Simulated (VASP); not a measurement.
# InAs (F-43m) in VASP: a series of runs

The runs below take InAs through relaxation of cell and atoms, with PBE.

All numbers are computed with VASP 6.6.1; they aren't measurements. Logs are shortened: lines on timing, memory, paths and dates and some standing lists are left out, and cuts for length are marked.

### 1 Starting point

Symmetry: F-43m, No. 216, cubic system. The conventional cell has a = 6.036 Å, b = 6.036 Å, c = 6.036 Å, α = 90.00°, β = 90.00°, γ = 90.00°. Around In (site symmetry -43m) lie 4 As at 2.61 Å. As (site symmetry -43m) is surrounded by 4 In at 2.61 Å.

### 2 Relaxation of cell and atoms, PBE

INCAR reads:

```
PREC = Accurate
ENCUT = 520
EDIFF = 1E-7
ISMEAR = 0
SIGMA = 0.02
LREAL = F
LASPH = T
NELM = 80
ALGO = Normal
ISIF = 3
LWAVE = F
LCHARG = F
GGA = PE
IBRION = 2
NSW = 80
EDIFFG = -0.002
```

KPOINTS reads:

```
regular mesh
0
Gamma
  4 4 4
```

POSCAR reads:

```
InAs
1.0
    0.0000000000      3.0180000000      3.0180000000
    3.0180000000      0.0000000000      3.0180000000
    3.0180000000      3.0180000000      0.0000000000
In As
1 1
Direct
    0.0000000000      0.0000000000      0.0000000000
    0.2500000000      0.2500000000      0.2500000000
```

Potentials or basis: VASP PAW PBE potentials, release 64 (In_d, As).

The run is started by

```console
cat potpaw_PBE.64/In_d/POTCAR potpaw_PBE.64/As/POTCAR > POTCAR
mpirun -np 1 vasp_std > vasp.out
```

OUTCAR:

```text
PREC = Accurate
   ENCUT = 520
   EDIFF = 1E-7
   ISMEAR = 0
   LREAL = F
   LASPH = T
   NELM = 80
   ISIF = 3
   GGA = PE
   IBRION = 2
   NSW = 80
   EDIFFG = -0.002

 ion  position               nearest neighbor table
   1  0.000  0.000  0.000-   2 2.61   2 2.61   2 2.61   2 2.61
   2  0.250  0.250  0.250-   1 2.61   1 2.61   1 2.61   1 2.61

  LATTYP: Found a face centered cubic cell.
 ALAT       =     6.0360000000

  Lattice vectors:

 A1 = (   0.0000000000,   3.0180000000,   3.0180000000)
 A2 = (   3.0180000000,   0.0000000000,   3.0180000000)
 A3 = (   3.0180000000,   3.0180000000,   0.0000000000)

Analysis of symmetry for initial positions (statically):
=====================================================================
 Subroutine PRICEL returns:
 Original cell was already a primitive cell.

 Routine SETGRP: Setting up the symmetry group for a
 face centered cubic supercell.

 Subroutine GETGRP returns: Found 24 space group operations
 (whereof 24 operations were pure point group operations)
 out of a pool of 48 trial point group operations.

The static configuration has the point symmetry T_d .

Analysis of symmetry for dynamics (positions and initial velocities):
=====================================================================
 Subroutine PRICEL returns:
 Original cell was already a primitive cell.

 Routine SETGRP: Setting up the symmetry group for a
 face centered cubic supercell.

 Subroutine GETGRP returns: Found 24 space group operations
 (whereof 24 operations were pure point group operations)
 out of a pool of 48 trial point group operations.

The dynamic configuration has the point symmetry T_d .

 Subroutine INISYM returns: Found 24 space group operations
 (whereof 24 operations are pure point group operations),
 and found     1 'primitive' translations

----------------------------------------------------------------------------------------

                                     Primitive cell

  volume of cell :      54.9778

  direct lattice vectors                    reciprocal lattice vectors
     0.000000000  3.018000000  3.018000000    -0.165672631  0.165672631  0.165672631
     3.018000000  0.000000000  3.018000000     0.165672631 -0.165672631  0.165672631
     3.018000000  3.018000000  0.000000000     0.165672631  0.165672631 -0.165672631

  length of vectors
     4.268096531  4.268096531  4.268096531     0.286953414  0.286953414  0.286953414

  position of ions in fractional coordinates (direct lattice)
     0.000000000  0.000000000  0.000000000
     0.250000000  0.250000000  0.250000000

  ion indices of the primitive-cell ions
   primitive index   ion index
                 1           1
                 2           2

----------------------------------------------------------------------------------------

 KPOINTS: regular mesh

Automatic generation of k-mesh.
 Grid dimensions read from file:
 generate k-points for:    4    4    4

 Generating k-lattice:

  Cartesian coordinates                     Fractional coordinates (reciprocal lattice)
    -0.041418158  0.041418158  0.041418158     0.250000000  0.000000000  0.000000000
     0.041418158 -0.041418158  0.041418158     0.000000000  0.250000000  0.000000000
     0.041418158  0.041418158 -0.041418158     0.000000000  0.000000000  0.250000000

  Length of vectors
     0.071738354  0.071738354  0.071738354

  Shift w.r.t. Gamma in fractional coordinates (k-lattice)
     0.000000000  0.000000000  0.000000000

 Subroutine IBZKPT returns following result:
 ===========================================

 Found      8 irreducible k-points:

 Following reciprocal coordinates:
            Coordinates               Weight
  0.000000  0.000000  0.000000      1.000000
  0.250000  0.000000  0.000000      8.000000
  0.500000  0.000000  0.000000      4.000000
  0.250000  0.250000  0.000000      6.000000
  0.500000  0.250000  0.000000     24.000000
 -0.250000  0.250000  0.000000     12.000000
  0.500000  0.500000  0.000000      3.000000
 -0.250000  0.500000  0.250000      6.000000
   k-points           NKPTS =      8   k-points in BZ     NKDIM =      8   number of bands    NBANDS=     13
   number of dos      NEDOS =    301   number of ions     NIONS =      2
   total plane-waves  NPLWV =  32768
   dimension x,y,z NGX =    32 NGY =   32 NGZ =   32
   dimension x,y,z NGXF=    64 NGYF=   64 NGZF=   64
   ions per type =               1   1
   NGX,Y,Z   is equivalent  to a cutoff of  12.46, 12.46, 12.46 a.u.
   NGXF,Y,Z  is equivalent  to a cutoff of  24.93, 24.93, 24.93 a.u.
 SYSTEM =  unknown system
   PREC   = accura    normal or accurate (medium, high low for compatibility)
   ISTART =      0    job   : 0-new  1-cont  2-samecut
   ICHARG =      2    charge: 1-file 2-atom 10-const
   ISPIN  =      1    spin polarized calculation?
   LNONCOLLINEAR =      F non collinear calculations
   LSORBIT =      F    spin-orbit coupling
   LASPH  =      T    aspherical Exc in radial PAW
   ENCUT  =  520.0 eV  38.22 Ry    6.18 a.u.   7.94  7.94  7.94*2*pi/ulx,y,z
   NELM   =     80;   NELMIN=  2; NELMDL= -5     # of ELM steps
   EDIFF  = 0.1E-06   stopping-criterion for ELM
   LREAL  =      F    real-space projection
   EDIFFG = -.2E-02   stopping-criterion for IOM
   NSW    =     80    number of steps for IOM
   IBRION =      2    ionic relax: 0-MD 1-quasi-New 2-CG
   NFREE  =      1    steps in history (QN), initial steepest desc. (CG)
   ISIF   =      3    stress and relaxation
   ISYM   =      2    0-nonsym 1-usesym 2-fastsym
   POTIM  = 0.5000    time-step for ionic-motion
   TEBEG  =    0.0;   TEEND  =   0.0 temperature during run
   PSTRESS=    0.0 pullay stress
   NELECT =      18.0000    total number of electrons
   NUPDOWN=      -1.0000    fix difference up-down
   EMIN   =  10.00;   EMAX   =-10.00  energy-range for DOS
   EFERMI =   0.00;   METHOD = LEGACY
   ISMEAR =     0;   SIGMA  =   0.02  broadening in eV -4-tet -1-fermi 0-gaus
   EFERMI_NEDOS =   21; number of points for ismear=-14 and -15
   IALGO  =     38    algorithm
   IMIX   =      4    mixing-type and parameters
     AMIX     =   0.40;   BMIX     =  1.00
     AMIX_MAG =   1.60;   BMIX_MAG =  1.00
  volume/ion in A,a.u.               =      27.49       185.50
  Fermi-wavevector in a.u.,A,eV,Ry     =   1.128331  2.132236 17.321990  1.273130
  Thomas-Fermi vector in A             =   2.265020
   LORBIT       =      0    0 simple, 1 ext, 2 COOP (PROOUT), +10 PAW based schemes
   GGA     = PE    functional components
   LHFCALC =     F    Hartree Fock is set to
   AEXX    =    0.0000 exact exchange contribution
   IVDW    =     0    specifies the selected vdW correction
   LEPSILON=     F    determine dielectric tensor
   LRPA    =     F    only Hartree local field effects (RPA)
 conjugate gradient relaxation of ions
 non-spin polarized calculation
 Gauss-broadening in eV      SIGMA  =   0.02
  energy-cutoff  :      520.00
  volume of cell :       54.98
 maximum number of plane-waves:      1480
   NGX = 15   NGY = 15   NGZ = 15

--------------------------------------- Ionic step        1  -------------------------------------------

 number of electron      17.9999991 magnetization

 Free energy of the ion-electron system (eV)
  ---------------------------------------------------
  ext. energy  EPLUGINS =         0.00000000
  ---------------------------------------------------
  free energy    TOTEN  =        -7.52544962 eV

  energy without entropy =       -7.52496755  energy(sigma->0) =       -7.52520859

 E-fermi :   4.6095     XC(G=0):  -9.0970

 val. band max:        4.6033880373   @ k =   0.0000   0.0000   0.0000
 cond. band min:       5.5551357403   @ k =   0.5000   0.0000   0.0000
 fundamental gap:      0.9517477030
 Fermi energy:         4.6094793100

 k-point     1 :       0.0000    0.0000    0.0000
  band No.  band energies     occupation
      1      -9.8364      2.00000
      2      -9.8364      2.00000
      3      -9.8364      2.00000
      4      -9.7101      2.00000
      5      -9.7101      2.00000
      6      -7.2932      2.00000
      7       4.4242      2.00000
      8       4.6034      1.33334
      9       4.6034      1.33334
     10       4.6034      1.33333
     11       8.4847      0.00000
     12       8.4847      0.00000
     13       8.4847      0.00000

 k-point     2 :       0.2500    0.0000    0.0000
  band No.  band energies     occupation
      1      -9.9017      2.00000
      2      -9.8177      2.00000
      3      -9.8177      2.00000
      4      -9.7088      2.00000
      5      -9.7088      2.00000
      6      -6.6830      2.00000
      7       0.8848      2.00000
      8       4.0239      2.00000
      9       4.0239      2.00000
     10       5.8477      0.00000
     11       9.2044      0.00000
     12       9.2044      0.00000
     13       9.7735      0.00000
[... 251 lines left out ...]
 VOLUME and BASIS-vectors are now :
 -----------------------------------------------------------------------------
  energy-cutoff  :      520.00
  volume of cell :       59.82
      direct lattice vectors                 reciprocal lattice vectors
    -0.000000000  3.104100712  3.104100712    -0.161077248  0.161077248  0.161077248
     3.104100712  0.000000000  3.104100712     0.161077248 -0.161077248  0.161077248
     3.104100712  3.104100712  0.000000000     0.161077248  0.161077248 -0.161077248

 POSITION                                       TOTAL-FORCE (eV/Angst)
 -----------------------------------------------------------------------------------
      0.00000      0.00000      0.00000        -0.000000     -0.000000     -0.000000
      1.55205      1.55205      1.55205         0.000000      0.000000      0.000000
 -----------------------------------------------------------------------------------
    total drift:                               -0.000000     -0.000000     -0.000000

  FREE ENERGIE OF THE ION-ELECTRON SYSTEM (eV)
  ---------------------------------------------------
  free  energy   TOTEN  =        -7.5943597125 eV

  energy  without entropy=       -7.5938776427  energy(sigma->0) =       -7.59411868

--------------------------------------- Ionic step        6  -------------------------------------------

 number of electron      18.0000012 magnetization

 Free energy of the ion-electron system (eV)
  ---------------------------------------------------
  ext. energy  EPLUGINS =         0.00000000
  ---------------------------------------------------
  free energy    TOTEN  =        -7.59436026 eV

  energy without entropy =       -7.59387819  energy(sigma->0) =       -7.59411922

 E-fermi :   3.7887     XC(G=0):  -8.7287

 val. band max:        3.7826206967   @ k =   0.0000   0.0000   0.0000
 cond. band min:       4.5539347947   @ k =   0.5000   0.0000   0.0000
 fundamental gap:      0.7713140980
 Fermi energy:         3.7887119103

 k-point     1 :       0.0000    0.0000    0.0000
  band No.  band energies     occupation
      1     -10.5078      2.00000
      2     -10.5078      2.00000
      3     -10.5078      2.00000
      4     -10.4133      2.00000
      5     -10.4133      2.00000
      6      -7.5954      2.00000
      7       3.1722      2.00000
      8       3.7826      1.33334
      9       3.7826      1.33334
     10       3.7826      1.33332
     11       7.6193      0.00000
     12       7.6193      0.00000
     13       7.6193      0.00000

 k-point     2 :       0.2500    0.0000    0.0000
  band No.  band energies     occupation
      1     -10.5526      2.00000
      2     -10.4940      2.00000
      3     -10.4940      2.00000
      4     -10.4122      2.00000
      5     -10.4122      2.00000
      6      -7.0761      2.00000
      7       0.1997      2.00000
      8       3.2756      2.00000
      9       3.2756      2.00000
     10       4.8143      0.00000
     11       8.2835      0.00000
     12       8.2835      0.00000
     13       8.6903      0.00000
[... 107 lines left out ...]
 VOLUME and BASIS-vectors are now :
 -----------------------------------------------------------------------------
  energy-cutoff  :      520.00
  volume of cell :       59.84
      direct lattice vectors                 reciprocal lattice vectors
    -0.000000000  3.104393903  3.104393903    -0.161062035  0.161062035  0.161062035
     3.104393903  0.000000000  3.104393903     0.161062035 -0.161062035  0.161062035
     3.104393903  3.104393903  0.000000000     0.161062035  0.161062035 -0.161062035

 POSITION                                       TOTAL-FORCE (eV/Angst)
 -----------------------------------------------------------------------------------
      0.00000      0.00000      0.00000        -0.000000     -0.000000     -0.000000
      1.55220      1.55220      1.55220         0.000000      0.000000      0.000000
 -----------------------------------------------------------------------------------
    total drift:                               -0.000000     -0.000000     -0.000000

  FREE ENERGIE OF THE ION-ELECTRON SYSTEM (eV)
  ---------------------------------------------------
  free  energy   TOTEN  =        -7.5943602556 eV

  energy  without entropy=       -7.5938781859  energy(sigma->0) =       -7.59411922

 reached required accuracy - stopping structural energy minimisation
```

Run time: 17 s. Hardware: 1 thread of Intel Xeon 6975P-C (Granite Rapids), shared host; peak memory 0.18 GiB.

What came out:

```
Free energy                            : -7.5944 eV
Relaxed volume                         : 29.92 Å³/atom
Relaxed cell                           : a = 4.390 Å, b = 4.390 Å, c = 4.390 Å, α = 60.00°, β = 60.00°, γ = 60.00°
Space group after relaxing (to 0.05 Å) : F-43m (No. 216)
Energy gained by relaxing              : 34.5 meV/atom
Ionic steps                            : 6
Pressure after relaxing                : 0.0 GPa
Band gap on the k mesh                 : none (metal or under the smearing width)
```

Step by step:
```tsv
step	energy change (eV)	largest force (eV/Å)	pressure (GPa)	volume (Å³)
1	0.0000	0.0000	4.94	54.98
2	-0.0580	0.0000	-1.55	62.00
3	-0.0689	0.0000	0.01	59.82
4	-0.0689	0.0000	-0.06	59.92
5	-0.0689	0.0000	0.02	59.82
6	-0.0689	0.0000	0.00	59.84
```

Final structure:
```
In As
1.0
     0.00000    3.10439    3.10439
     3.10439    0.00000    3.10439
     3.10439    3.10439    0.00000
In As
1 1
Direct
  0.00000 0.00000 0.00000
  0.25000 0.25000 0.25000
```

Caveat: the k mesh is coarse (spacing up to 0.45 Å⁻¹), so the values aren't converged; this crystal is a semiconductor, whose small gap the functional closes, so the metal is an error of the method. PBE usually gives volumes a little too large and moduli too small.

### 3 Relaxation of cell and atoms, PBE

This run uses another cell than the first one, of 29.92 Å³/atom, 1.088 times its volume.

INCAR is that of step 2.

KPOINTS is that of step 2.

POSCAR reads:

```
InAs                                    
1.0
   -0.0000000000      3.1043939033      3.1043939033
    3.1043939033      0.0000000000      3.1043939033
    3.1043939033      3.1043939033      0.0000000000
  In              As            
     1     1
Direct
     0.0000000000000000    0.0000000000000000    0.0000000000000000
     0.2500000000000000    0.2500000000000000    0.2500000000000000
```

Potentials or basis: VASP PAW PBE potentials, release 64 (In_d, As).

The run is started by

```console
cat potpaw_PBE.64/In_d/POTCAR potpaw_PBE.64/As/POTCAR > POTCAR
mpirun -np 1 vasp_std > vasp.out
```

OUTCAR:

```text
PREC = Accurate
   ENCUT = 520
   EDIFF = 1E-7
   ISMEAR = 0
   LREAL = F
   LASPH = T
   NELM = 80
   ISIF = 3
   GGA = PE
   IBRION = 2
   NSW = 80
   EDIFFG = -0.002

 ion  position               nearest neighbor table
   1  0.000  0.000  0.000-   2 2.69   2 2.69   2 2.69   2 2.69
   2  0.250  0.250  0.250-   1 2.69   1 2.69   1 2.69   1 2.69

  LATTYP: Found a face centered cubic cell.
 ALAT       =     6.2087878066

[... 302 lines left out ...]

  FORCE on cell =-STRESS in cart. coord.  units (eV):
  Direction    XX          YY          ZZ          XY          YZ          ZX
  --------------------------------------------------------------------------------------
  -------------------------------------------------------------------------------------
  Total       -0.0017967     -0.0017967     -0.0017967     -0.0000000      0.0000000     -0.0000000
  in kB       -0.0481083     -0.0481083     -0.0481083     -0.0000000      0.0000000     -0.0000000
  external PRESSURE =      -0.0481083 kB  Pullay stress =       0.0000000 kB

 VOLUME and BASIS-vectors are now :
 -----------------------------------------------------------------------------
  energy-cutoff  :      520.00
  volume of cell :       59.84
      direct lattice vectors                 reciprocal lattice vectors
     0.000000000  3.104393903  3.104393903    -0.161062035  0.161062035  0.161062035
     3.104393903  0.000000000  3.104393903     0.161062035 -0.161062035  0.161062035
     3.104393903  3.104393903  0.000000000     0.161062035  0.161062035 -0.161062035

 POSITION                                       TOTAL-FORCE (eV/Angst)
 -----------------------------------------------------------------------------------
      0.00000      0.00000      0.00000         0.000000      0.000000      0.000000
      1.55220      1.55220      1.55220        -0.000000     -0.000000     -0.000000
 -----------------------------------------------------------------------------------
    total drift:                               -0.000000     -0.000000     -0.000000

  FREE ENERGIE OF THE ION-ELECTRON SYSTEM (eV)
  ---------------------------------------------------
  free  energy   TOTEN  =        -7.5953278708 eV

  energy  without entropy=       -7.5948458010  energy(sigma->0) =       -7.59508684

 reached required accuracy - stopping structural energy minimisation
```

Run time: 5.7 s. Hardware: 1 thread of Intel Xeon 6975P-C (Granite Rapids), shared host; peak memory 0.2 GiB.

What came out:

```yaml
Free_energy: -7.5953 eV
Pressure_after_relaxing: 0.0 GPa
Band_gap_on_the_k_mesh: none (metal or under the smearing width)
```

Final structure:
```
In As
1.0
     0.00000    3.10439    3.10439
     3.10439    0.00000    3.10439
     3.10439    3.10439    0.00000
In As
1 1
Cartesian
  0.0000 0.0000 0.0000
  1.5522 1.5522 1.5522
```

Levels at points of the mesh, in eV from the Fermi level:
```tsv
k point	band 7	band 8	band 9	band 10	band 11	band 12
(0.00, 0.00, 0.00)	-0.62	-0.01	-0.01	-0.01	3.83	3.83
(0.50, 0.00, 0.00)	-5.41	-0.89	-0.89	0.77	4.59	4.59
(0.50, 0.50, 0.00)	-5.54	-2.09	-2.09	1.64	2.01	8.69
```

Caveat: the k mesh is coarse (spacing up to 0.44 Å⁻¹), so the values aren't converged; the relaxation stopped at its first step, so nothing moved; this crystal is a semiconductor, whose small gap the functional closes, so the metal is an error of the method.
